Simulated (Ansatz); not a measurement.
# Cost and result for the equilibrium volume of Ga2O3

```
Ga O
1.0
     6.10700   -1.51855    0.00000
     6.10700    1.51855    0.00000
    -1.38599    0.00000    5.63001
Ga O
4 6
Direct
  0.34134 0.34134 0.68598
  0.65866 0.65866 0.31402
  0.90950 0.90950 0.20540
  0.09050 0.09050 0.79460
  0.50410 0.50410 0.74340
  0.49590 0.49590 0.25660
  0.82670 0.82670 0.43680
  0.17330 0.17330 0.56320
  0.83550 0.83550 0.89020
  0.16450 0.16450 0.10980
```

```tsv
rung	level	program and potentials	cutoff (eV)	k mesh	core time	chip	equilibrium volume (Å³/atom)	notes
GGA + dispersion	RPBE+D3(BJ)	Ansatz, Ansatz PAW	420	9 × 9 × 5	2.9 min	Intel Xeon 6975P-C Granite Rapids	10.22	potentials made for PBE, which Ansatz adapts in part
LDA	SVWN5	Ansatz, Ansatz PAW	420	9 × 9 × 5	4 min	Arm Neoverse V2	10.22	potentials made for PBE, which Ansatz adapts in part
GGA + dispersion	RPBE+D4	Ansatz, Ansatz PAW	420	9 × 9 × 5	4.4 min	Arm Neoverse V2	10.58	potentials made for PBE, which Ansatz adapts in part
GGA + dispersion	BLYP+D3(BJ)	Ansatz, Ansatz PAW	420	9 × 9 × 5	4.5 min	Arm Neoverse V1	10.84	potentials made for PBE, which Ansatz adapts in part
GGA + dispersion	revPBE+D4	Ansatz, Ansatz PAW	420	9 × 9 × 5	4.8 min	Intel Xeon	10.56	potentials made for PBE, which Ansatz adapts in part
GGA	PBE	Ansatz, Ansatz PAW	420	9 × 9 × 5	4.8 min	Arm Neoverse V2	10.96	-
GGA	PBEsol	Ansatz, Ansatz PAW	420	9 × 9 × 5	4.8 min	Arm Neoverse V1	10.56	potentials made for PBE, which Ansatz adapts in part
GGA	RPBE	Ansatz, Ansatz PAW	420	9 × 9 × 5	5.6 min	Arm Neoverse V2	11.28	potentials made for PBE, which Ansatz adapts in part
non-local van der Waals functional	rPW86-PBE+rVV10	Ansatz, Ansatz PAW	420	9 × 9 × 5	5.7 min	Arm Neoverse V1	11.04	potentials made for PBE, which Ansatz adapts in part
GGA	BLYP	Ansatz, Ansatz PAW	420	9 × 9 × 5	6 min	Arm Neoverse V1	11.28	potentials made for PBE, which Ansatz adapts in part
GGA	revPBE	Ansatz, Ansatz PAW	420	9 × 9 × 5	6.3 min	Intel Xeon	11.19	potentials made for PBE, which Ansatz adapts in part
GGA + dispersion	BLYP+D4	Ansatz, Ansatz PAW	420	9 × 9 × 5	6.6 min	Intel Xeon	10.68	potentials made for PBE, which Ansatz adapts in part
GGA + dispersion	revPBE+D3(BJ)	Ansatz, Ansatz PAW	420	9 × 9 × 5	7.5 min	Intel Xeon	10.78	potentials made for PBE, which Ansatz adapts in part
```

Times are single runs on shared hosts and different chips, so they are rough; meshes, cutoffs and the tasks' sizes weigh on the time. Task: relaxation of cell and atoms. All rows: no spin polarisation. Meshes are those of the run's cell of 10 atoms unless a note names another. Relaxations start from the cell shown or near it and stop with a little pressure left. Runs on faulty files, with rough fits or with known faults for this quantity aren't shown. No row holds spin-orbit coupling.

By rung: LDA 10.22; GGA + dispersion 10.22 to 10.84; GGA 10.56 to 11.28; non-local van der Waals functional 11.04 (Å³/atom).

The volume of Ga2O3 follows the treatment of exchange. LDA overbinds and gives 10.22 Å³/atom, while PBE expands the lattice to 10.96 and RPBE to 11.28, since stronger gradient enhancement of exchange favours inhomogeneous densities and so weakens the polar Ga–O bonds. PBEsol, which restores the gradient expansion for slowly varying densities, gives 10.56, close to the measured volume, which LDA underestimates and PBE overestimates.

Dispersion terms contract the cell for every parent functional, but not uniformly. D4 contracts it more than D3(BJ) for BLYP and revPBE; RPBE reverses the order. RPBE and revPBE are nearly alike without a correction, yet with D3(BJ) they fall to 10.22 and 10.78. This suggests that the short-range damping fitted to each functional, rather than genuine long-range attraction, sets much of the contraction in this dense oxide. The match between RPBE+D3(BJ) and LDA is therefore probably coincidental, and a good volume from a corrected functional doesn't by itself show that dispersion is important to the bonding.
